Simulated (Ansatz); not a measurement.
# InSb: the cost of one run

Method: DFT PBE, scalar-relativistic, plane waves, PAW, in Ansatz 0.2.0.

3 further runs of the same task are left out: 1 that didn't finish, 2 set aside as unsound or not needed.

## Step 1: Starting point

Symmetry: F-43m, No. 216, cubic system. Conventional cell: a = 6.637 Å, b = 6.637 Å, c = 6.637 Å, α = 90.00°, β = 90.00°, γ = 90.00°. Around In (site symmetry -43m) lie 4 Sb at 2.87 Å. Sb (site symmetry -43m) is surrounded by 4 In at 2.87 Å.

As a file:

```xyz
2
Lattice="0.0000 3.3186 3.3186 3.3186 0.0000 3.3186 3.3186 3.3186 0.0000" Properties=species:S:1:pos:R:3 pbc="T T T"
In    0.0000    0.0000    0.0000
Sb    4.9779    4.9779    4.9779
```

It is the result of an earlier relaxation at this level (volume 36.55 Å³/atom; gap on the mesh: none (metal)).

## Step 2: The cell under 1 GPa

What is minimised here is the enthalpy; the energy can go up as the cell is squeezed.

input.yaml

```yaml
crystal:
  lattice:
    - [0.0, 3.3185740835, 3.3185740835]
    - [3.3185740835, 0.0, 3.3185740835]
    - [3.3185740835, 3.3185740835, 0.0]
  atoms:
    - { symbol: In, position: [0.0, 0.0, 0.0] }
    - { symbol: Sb, position: [0.75, 0.75, 0.75] }
basis:
  ecutwfc: 420
kpoints:
  mp_grid: { grid: [12, 12, 12] }
hamiltonian:
  xc: pbe
scf:
  occupations: { method: fermi_dirac, width: 0.15 }
output:
  forces: true
  stress: true
  eigenvalues: true
relax:
  adjacent_minimum: "off"
  f_tol: 0.001
  max_steps: 60
  cell: { stress_tol: 0.02, p_target: 1.0 }
```

Launch:

```console
ansatz run input.yaml --threads 1 --pin off --max-ram 3072MiB --backend cpu --events-out ev --progress --plain --runs-dir out
```

What time and memory should one allow on 1 thread of Intel Xeon 6975P-C (Granite Rapids), shared host?

About 40 s, with a peak of 0.47 GiB.
